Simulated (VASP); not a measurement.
# CrO2 (Fm-3m) in VASP: equation of state, part 2 of 2

VASP 6.6.1. The steps go on from the part before.

## 3. Equation of state, PBE, collinear spin, ferromagnetic start, 8.66 Å³/atom (volume scaled by 0.96)

File INCAR:

```
ALGO     = Normal         # electronic algorithm
EDIFF    = 1E-7           # SCF threshold, eV
ENCUT    = 520            # plane-wave cutoff, eV
GGA      = PE             # functional
ISIF     = 2              # what is computed and relaxed
ISMEAR   = -1             # smearing method
ISPIN    = 2              # spin polarisation
LASPH    = True           # aspherical terms in the spheres
LCHARG   = False          # write CHGCAR
LMAXMIX  = 4              # l up to which the mixer works
LORBIT   = 11             # projections on sites
LREAL    = False          # projectors in reciprocal space
LWAVE    = False          # write WAVECAR
MAGMOM   = 3 0 0          # initial moments
NBANDS   = 23             # bands
NELM     = 150            # most SCF steps
PREC     = Accurate       # precision mode
SIGMA    = 0.05           # smearing width, eV
```

File KPOINTS:

```
k-points
0
Gamma
  10 10 10
```

File POSCAR:

```
CrO2
1.0
    0.0000000000      2.3508574708      2.3508574708
    2.3508574708      0.0000000000      2.3508574708
    2.3508574708      2.3508574708      0.0000000000
Cr O
1 2
Direct
    0.0000000000      0.0000000000      0.0000000000
    0.2500000000      0.2500000000      0.2500000000
    0.7500000000      0.7500000000      0.7500000000
```

Potentials or basis: VASP PAW PBE potentials, release 64 (Cr_pv, O).

On the command line:

```bash
> cat potpaw_PBE.64/Cr_pv/POTCAR potpaw_PBE.64/O/POTCAR > POTCAR
> mpirun -np 1 vasp_std > vasp.out
```

OUTCAR:

```text
EDIFF = 1E-7
   ENCUT = 520
   GGA = PE
   ISIF = 2
   ISMEAR = -1
   ISPIN = 2
   LASPH = True
   LORBIT = 11
   LREAL = False
   NELM = 150
   PREC = Accurate

 Found     47 irreducible k-points:

 Following reciprocal coordinates:
            Coordinates               Weight
  0.000000  0.000000  0.000000      1.000000
  0.100000  0.000000  0.000000      8.000000
  0.200000  0.000000  0.000000      8.000000
  0.300000  0.000000  0.000000      8.000000
  0.400000  0.000000  0.000000      8.000000
[... 407 lines left out ...]
  energy-cutoff  :      520.00
  volume of cell :       25.98
      direct lattice vectors                 reciprocal lattice vectors
     0.000000000  2.350857471  2.350857471    -0.212688351  0.212688351  0.212688351
     2.350857471  0.000000000  2.350857471     0.212688351 -0.212688351  0.212688351
     2.350857471  2.350857471  0.000000000     0.212688351  0.212688351 -0.212688351

 POSITION                                       TOTAL-FORCE (eV/Angst)
 -----------------------------------------------------------------------------------
      0.00000      0.00000      0.00000         0.000000      0.000000      0.000000
      1.17543      1.17543      1.17543        -0.000000     -0.000000      0.000000
      3.52629      3.52629      3.52629         0.000000      0.000000     -0.000000
 -----------------------------------------------------------------------------------
    total drift:                               -0.000000      0.000000      0.000000

  FREE ENERGIE OF THE ION-ELECTRON SYSTEM (eV)
  ---------------------------------------------------
  free  energy   TOTEN  =       -24.3524508535 eV

  energy  without entropy=      -24.3524168867  energy(sigma->0) =      -24.35243387

 total charge

# of ion       s       p       d       tot
------------------------------------------
    1        0.308   6.360   3.945  10.613
    2        1.583   3.433   0.000   5.016
    3        1.583   3.433   0.000   5.016
--------------------------------------------------
tot          3.474  13.227   3.945  20.645

 magnetization (x)

# of ion       s       p       d       tot
------------------------------------------
    1        0.029   0.033   2.104   2.166
    2       -0.002  -0.107   0.000  -0.109
    3       -0.002  -0.107   0.000  -0.109
--------------------------------------------------
tot          0.024  -0.181   2.104   1.948
```

Wall time 60 s (1 thread of AMD EPYC 9R45 (Zen 5), shared host); peak memory 0.16 GiB.

Results:

```yaml
Free_energy: -24.3525 eV
Pressure: 1.8 GPa
Band_gap_on_the_k_mesh: 0.51 eV, indirect (least direct gap 0.53 eV)
Net_moment: 2.00 μB per cell
Site_moments: Cr +2.17; O -0.11 μB
Valence_electrons_inside_the_program's_atomic_spheres: Cr 10.61; O 5.02
```

Caveat: a cell with one magnetic atom can't hold antiferromagnetic order, which such compounds often take.

## 4. Equation of state, PBE, collinear spin, ferromagnetic start, 8.84 Å³/atom (volume scaled by 0.98)

File INCAR:

```
SYSTEM = CrO2
PREC = Accurate
ENCUT = 520
EDIFF = 1E-7
ISMEAR = -1
SIGMA = 0.05
LREAL = .FALSE.
LASPH = .TRUE.
NELM = 100
ALGO = Normal
ISIF = 2
LWAVE = .FALSE.
LCHARG = .FALSE.
ISPIN = 2
MAGMOM = 3 0 0
LORBIT = 11
LMAXMIX = 4
GGA = PE
NBANDS = 23
```

File KPOINTS:

```
Automatic mesh
0
G
  10 10 10
  0 0 0
```

File POSCAR:

```
CrO2
1.0
    0.0000000000      2.3670707933      2.3670707933
    2.3670707933      0.0000000000      2.3670707933
    2.3670707933      2.3670707933      0.0000000000
Cr O
1 2
Direct
    0.0000000000      0.0000000000      0.0000000000
    0.2500000000      0.2500000000      0.2500000000
    0.7500000000      0.7500000000      0.7500000000
```

On the command line:

```bash
> cat potpaw_PBE.64/Cr_pv/POTCAR potpaw_PBE.64/O/POTCAR > POTCAR
> mpirun -np 1 vasp_std > vasp.out
```

It took 61 s on 1 thread of AMD EPYC 9R45 (Zen 5), shared host; peak memory 0.16 GiB.

The run converged. Its results:

- Free energy: -24.3508 eV
- Pressure: -3.3 GPa
- Band gap on the k mesh: 0.43 eV, indirect (least direct gap 0.45 eV)
- Net moment: 2.00 μB per cell
- Site moments: Cr +2.19; O -0.12 μB
- Valence electrons inside the program's atomic spheres: Cr 10.57; O 5.00

Caveat: a cell with one magnetic atom can't hold antiferromagnetic order, which such compounds often take.

## 5. Equation of state, PBE, collinear spin, ferromagnetic start, 9.20 Å³/atom (volume scaled by 1.02)

File INCAR:

```
PREC = Accurate
ENCUT = 520
EDIFF = 1E-7
ISMEAR = -1
SIGMA = 0.05
LREAL = False
LASPH = True
NELM = 120
ALGO = Normal
ISIF = 2
LWAVE = False
LCHARG = False
ISPIN = 2
MAGMOM = 3 0 0
LORBIT = 11
LMAXMIX = 4
GGA = PE
NBANDS = 23
```

File KPOINTS:

```
Automatic mesh
0
Gamma
  10 10 10
```

File POSCAR:

```
CrO2
1.0
    0.0000000000      2.3988473474      2.3988473474
    2.3988473474      0.0000000000      2.3988473474
    2.3988473474      2.3988473474      0.0000000000
Cr O
1 2
Direct
    0.0000000000      0.0000000000      0.0000000000
    0.2500000000      0.2500000000      0.2500000000
    0.7500000000      0.7500000000      0.7500000000
```

On the command line:

```bash
> cat potpaw_PBE.64/Cr_pv/POTCAR potpaw_PBE.64/O/POTCAR > POTCAR
> mpirun -np 1 vasp_std > vasp.out
```

Wall time 66 s (1 thread of AMD EPYC 9R45 (Zen 5), shared host); peak memory 0.17 GiB.

It converged, with:

```
Free energy                                           : -24.2998 eV
Pressure                                              : -12.0 GPa
Band gap on the k mesh                                : 0.29 eV, direct
Net moment                                            : 2.00 μB per cell
Site moments                                          : Cr +2.23; O -0.14 μB
Valence electrons inside the program's atomic spheres : Cr 10.49; O 4.98
```

Caveat: a cell with one magnetic atom can't hold antiferromagnetic order, which such compounds often take.

## 6. Equation of state, PBE, collinear spin, ferromagnetic start, 9.38 Å³/atom (volume scaled by 1.04)

File INCAR:

```
SYSTEM = CrO2
ALGO = Normal ; EDIFF = 1E-7
ENCUT = 520 ; GGA = PE
ISIF = 2 ; ISMEAR = -1
ISPIN = 2 ; LASPH = .TRUE.
LCHARG = .FALSE. ; LMAXMIX = 4
LORBIT = 11 ; LREAL = .FALSE.
LWAVE = .FALSE. ; MAGMOM = 3 0 0
NBANDS = 23 ; NELM = 150
PREC = Accurate ; SIGMA = 0.05
```

File KPOINTS:

```
k-points
0
G
  10 10 10
  0 0 0
```

File POSCAR:

```
CrO2
1.0
    0.0000000000      2.4144247147      2.4144247147
    2.4144247147      0.0000000000      2.4144247147
    2.4144247147      2.4144247147      0.0000000000
Cr O
1 2
Direct
    0.0000000000      0.0000000000      0.0000000000
    0.2500000000      0.2500000000      0.2500000000
    0.7500000000      0.7500000000      0.7500000000
```

Potentials or basis: VASP PAW PBE potentials, release 64 (Cr_pv, O).

On the command line:

```bash
> cat potpaw_PBE.64/Cr_pv/POTCAR potpaw_PBE.64/O/POTCAR > POTCAR
> mpirun -np 1 vasp_std > vasp.out
```

Wall time 68 s (1 thread of AMD EPYC 9R45 (Zen 5), shared host); peak memory 0.17 GiB.

The run converged. Its results:

```yaml
Free_energy: -24.2539 eV
Pressure: -15.6 GPa
Band_gap_on_the_k_mesh: 0.21 eV, direct
Net_moment: 2.00 μB per cell
Site_moments: Cr +2.25; O -0.15 μB
Valence_electrons_inside_the_program's_atomic_spheres: Cr 10.45; O 4.97
```

Caveat: a cell with one magnetic atom can't hold antiferromagnetic order, which such compounds often take.

## 7. Equation of state, PBE, collinear spin, ferromagnetic start, 9.56 Å³/atom (volume scaled by 1.06)

File INCAR:

```
PREC = Accurate
ENCUT = 520
EDIFF = 1E-7
ISMEAR = -1
SIGMA = 0.05
LREAL = F
LASPH = T
NELM = 150
ALGO = Normal
ISIF = 2
LWAVE = F
LCHARG = F
ISPIN = 2
MAGMOM = 3 0 0
LORBIT = 11
LMAXMIX = 4
GGA = PE
NBANDS = 23
```

File KPOINTS:

```
Automatic mesh
0
Gamma
  10 10 10
```

File POSCAR:

```
CrO2
1.0
    0.0000000000      2.4298036307      2.4298036307
    2.4298036307      0.0000000000      2.4298036307
    2.4298036307      2.4298036307      0.0000000000
Cr O
1 2
Direct
    0.0000000000      0.0000000000      0.0000000000
    0.2500000000      0.2500000000      0.2500000000
    0.7500000000      0.7500000000      0.7500000000
```

On the command line:

```bash
> cat potpaw_PBE.64/Cr_pv/POTCAR potpaw_PBE.64/O/POTCAR > POTCAR
> mpirun -np 1 vasp_std > vasp.out
```

It took 71 s on 1 thread of AMD EPYC 9R45 (Zen 5), shared host; peak memory 0.17 GiB.

Results (log left out):

```yaml
Free_energy: -24.1965 eV
Pressure: -18.8 GPa
Band_gap_on_the_k_mesh: 0.14 eV, direct
Net_moment: 2.00 μB per cell
Site_moments: Cr +2.27; O -0.16 μB
Valence_electrons_inside_the_program's_atomic_spheres: Cr 10.42; O 4.95
```

Caveat: a cell with one magnetic atom can't hold antiferromagnetic order, which such compounds often take.

## 8. Equation of state, PBE, collinear spin, ferromagnetic start

This step only gathers the single runs of the series.

Results:

```
Equilibrium volume                      : 8.73 Å³/atom
Bulk modulus                            : 253 GPa
Pressure derivative of the bulk modulus : 4.7
```

Energy against volume, from the lowest point:
```tsv
volume (Å³/atom)	energy (meV/atom)
8.481	5.60
8.661	0.00
8.842	0.54
9.022	6.61
9.203	17.54
9.383	32.84
9.564	51.98
```
